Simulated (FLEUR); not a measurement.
A run of FLEUR MaX-R8.1 (later development tree) is set up as follows.

inp.xml

```xml
<?xml version="1.0" encoding="UTF-8" standalone="no"?>
<fleurInput fleurInputVersion="0.39">
   <comment>
      MgS                                                                                                 
   </comment>
   <calculationSetup>
      <cutoffs Kmax="4.71" Gmax="14.6" GmaxXC="14.6" numbands="0"/>
      <scfLoop itmax="60" minDistance="0.00001" maxIterBroyd="15" imix="Anderson" alpha="0.05" precondParam="0.0" spinf="2.0" sdNocoIR="T"/>
      <coreElectrons ctail="T" frcor="F" kcrel="0" coretail_lmax="0"/>
      <xcFunctional name="PBEs" relativisticCorrections="F"/>
      <magnetism jspins="1"/>
      <soc l_soc="F" theta="0.0" phi="0.0" spav="F"/>
      <expertModes spex="0" secvar="F"/>
      <geometryOptimization l_f="T" forcealpha="1.0" forcemix="BFGS" epsdisp="0.0005" epsforce="0.0002"/>
      <ldaU l_linMix="F" mixParam="0.05" spinf="1.0"/>
   </calculationSetup>
   <cell>
      <bzIntegration valenceElectrons="16.0" mode="hist" fermiSmearingEnergy="0.00183747">
         <kPointListSelection listName="default-1"/>
         <!-- k-points included here -->
         <xi:include xmlns:xi="http://www.w3.org/2001/XInclude" href="kpts.xml"> </xi:include>
      </bzIntegration>
      <!-- symmetry operations included here -->
      <xi:include xmlns:xi="http://www.w3.org/2001/XInclude" href="sym.xml"> </xi:include>
      <bulkLattice scale="1.0">
         <bravaisMatrix>
            <row-1>    0.0000000000000000     5.3538209665659346     5.3538209665659346</row-1>
            <row-2>    5.3538209665659346     0.0000000000000000     5.3538209665659346</row-2>
            <row-3>    5.3538209665659346     5.3538209665659346     0.0000000000000000</row-3>
         </bravaisMatrix>
      </bulkLattice>
   </cell>
   <atomSpecies>
      <species name="Sulfur (S)" element="S" atomicNumber="16">
         <mtSphere radius="2.08" gridPoints="711" logIncrement="0.016"/>
         <atomicCutoffs lmax="9" lnonsphr="9"/>
         <electronConfig flipSpins="F">
            <coreConfig>(1s1/2) (2s1/2) (2p1/2) (2p3/2)</coreConfig>
            <valenceConfig>(3s1/2) (3p1/2) (3p3/2)</valenceConfig>
            <stateOccupation state="(3p1/2)" spinUp="0.666667" spinDown="0.666667"/>
            <stateOccupation state="(3p3/2)" spinUp="1.333333" spinDown="1.333333"/>
         </electronConfig>
         <energyParameters s="3" p="3" d="3" f="4"/>
         <lo type="SCLO" l="0" n="3" eDeriv="2"/>
         <lo type="SCLO" l="1" n="3" eDeriv="2"/>
         <lo type="SCLO" l="2" n="3" eDeriv="2"/>
         <lo type="SCLO" l="3" n="4" eDeriv="2"/>
      </species>
      <species name="Magnesium (Mg)" element="Mg" atomicNumber="12">
         <mtSphere radius="2.08" gridPoints="711" logIncrement="0.016"/>
         <atomicCutoffs lmax="9" lnonsphr="9"/>
         <electronConfig flipSpins="F">
            <coreConfig>(1s1/2)</coreConfig>
            <valenceConfig>(2s1/2) (2p1/2) (2p3/2) (3s1/2)</valenceConfig>
         </electronConfig>
         <energyParameters s="3" p="2" d="3" f="4"/>
         <lo type="SCLO" l="0" n="2" eDeriv="0"/>
         <lo type="HELO" l="1" n="3" eDeriv="0"/>
         <lo type="HELO" l="1" n="3" eDeriv="1"/>
         <lo type="SCLO" l="2" n="3" eDeriv="2"/>
         <lo type="SCLO" l="3" n="4" eDeriv="2"/>
      </species>
   </atomSpecies>
   <atomGroups>
      <atomGroup species="Sulfur (S)">
         <relPos label="                   1">1.000/4.000 1.000/4.000 1.000/4.000</relPos>
         <force calculate="T" relaxXYZ="TTT"/>
      </atomGroup>
      <atomGroup species="Magnesium (Mg)">
         <relPos label="                   2">.0000000000 .0000000000 .0000000000</relPos>
         <force calculate="T" relaxXYZ="TTT"/>
      </atomGroup>
   </atomGroups>
   <output dos="F" band="F" slice="F">
      <checks vchk="F" cdinf="F"/>
      <bandDOS minEnergy="-.5*Htr" maxEnergy="0.5*Htr" sigma="0.015" storeEVData="T"/>
      <vacuumDOS vacdos="F" integ="F" star="F" nstars="0" locx1="0.0" locy1="0.0" locx2="0.0" locy2="0.0" nstm="0" tworkf="0.0"/>
      <unfoldingBand unfoldBand="F" supercellX="1" supercellY="1" supercellZ="1"/>
      <plotting iplot="0" polar="F">
         <plot TwoD="T" vec1="  1.0  0.0  0.0" vec2="  0.0  1.0  0.0" vec3="  0.0  0.0  1.0" zero="  0.0  0.0  0.0" file="plot"/>
      </plotting>
      <chargeDensitySlicing numkpt="0" minEigenval="0.0" maxEigenval="0.0" nnne="0" pallst="F"/>
      <specialOutput eonly="F"/>
      <moessbauerParams electricFieldGradient="T" isomerShift="T" coreHyperfine="T" valenceHyperfine="T"/>
      <magneticCircularDichroism mcd="F" energyLo="-10.0" energyUp="0.0"/>
   </output>
  <!-- We include the file relax.xml here to enable relaxations (see documentation) -->
  <xi:include xmlns:xi="http://www.w3.org/2001/XInclude" href="relax.xml"> <xi:fallback/> </xi:include>
</fleurInput>
```

Contents of crystal.txt:

```
MgS
&input cartesian=F /
0.0000000000  2.8331200468  2.8331200468
2.8331200468  0.0000000000  2.8331200468
2.8331200468  2.8331200468  0.0000000000
1.8897261246
1.0 1.0 1.0

2
16 0.2500000000  0.2500000000  0.2500000000
12 0.0000000000  0.0000000000  0.0000000000

&kpt div1=8 div2=8 div3=8 gamma=T /
```

Potentials or basis: all-electron, FLAPW.

The run is started by

```console
$ inpgen -f crystal.txt -profile fastHighL
$ # inp.xml edited to the form shown
$ fleur_MPI
```

(1) Estimate the band gap on the k mesh.

Results:

(1) 3.28 eV, direct.
